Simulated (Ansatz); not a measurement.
A run of Ansatz 0.2.0:

File input.yaml:

```yaml
crystal:
  lattice:
    - [-1.6183391774, 1.6183391774, 1.6183391774]
    - [1.6183391774, -1.6183391774, 1.6183391774]
    - [1.6183391774, 1.6183391774, -1.6183391774]
  atoms:
    - { symbol: Nb, position: [0.0, 0.0, 0.0] }
hamiltonian:
  xc: pbe0
  pseudopotentials: { kind: paw, partial_waves: polarizable }
  dispersion: d4
kpoints:
  mp_grid: { grid: [8, 8, 8] }
scf:
  occupations: { method: cold, width: 0.05 }
output:
  forces: true
  stress: true
  eigenvalues: true
  efg: {}
  write_density: true
  write_potential: true
  elf: true
  volumetric_format: npy
basis:
  ecutwfc: "600 eV"
```

Potentials or basis: Ansatz PAW polarizable.

Launch:

```bash
$ ansatz run input.yaml --threads 1 --pin off --max-ram 2560MiB --backend cpu --events-out ev --progress --plain --runs-dir out
```

Hardware: 1 thread of Arm Neoverse V2, on a shared host.

Task: Estimate the wall time of this run.

Result: Run time: 34 s on 1 thread of Arm Neoverse V2, on a shared host, peak memory 1.3 GiB. Counts: scf iterations 27, plane waves 555, k points 29, bands 11.
